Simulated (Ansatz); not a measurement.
# Sn: the cost of one run

Program: Ansatz 0.2.0. Level of theory: DFT PBEsol, scalar-relativistic, plane waves, PAW. These are calculated values, not measurements.

## 1. Starting point

It takes space group Cmce (No. 64, orthorhombic). Conventional cell: a = 4.134 Å, b = 13.114 Å, c = 5.470 Å, α = 90.00°, β = 90.00°, γ = 90.00°. Sn (site symmetry m) has 3 Sn at 2.71 to 2.75 Å as nearest neighbours.

Coordinates:

```xyz
4
Lattice="2.0670 -6.5570 0.0000 2.0670 6.5570 0.0000 0.0000 0.0000 5.4704" Properties=species:S:1:pos:R:3 pbc="T T T"
Sn    2.0670    5.2718    4.9781
Sn    2.0670   -1.2852    3.2275
Sn    2.0670   -5.2718    0.4923
Sn    2.0670    1.2852    2.2429
```

(A quick probe on a coarse mesh, which set the mesh and smearing, is not shown.)

## 3. Rough relaxation on the coarse mesh

input.yaml reads:

```yaml
crystal:
  lattice:
    - [2.0670106638, -6.5569824684, 0.0]
    - [2.0670106638, 6.5569824684, 0.0]
    - [0.0, 0.0, 5.4703968022]
  atoms:
    - { symbol: Sn, position: [0.098, 0.902, 0.91] }
    - { symbol: Sn, position: [0.598, 0.402, 0.59] }
    - { symbol: Sn, position: [0.902, 0.098, 0.09] }
    - { symbol: Sn, position: [0.402, 0.598, 0.41] }
basis:
  ecutwfc: 420
kpoints:
  mp_grid: { grid: [4, 4, 4] }
hamiltonian:
  xc: pbesol
scf:
  occupations: { method: gaussian, width: 0.1 }
  lower_state_search: "off"
output:
  forces: true
  stress: true
  eigenvalues: true
relax:
  adjacent_minimum: "off"
  f_tol: 0.04
  max_steps: 70
  cell: { stress_tol: 0.4 }
```

**Question.** How long does this run take on 1 thread of an x86-64 CPU, shared host, and how much memory does it need?

About 26 s, with a peak of 0.52 GiB.
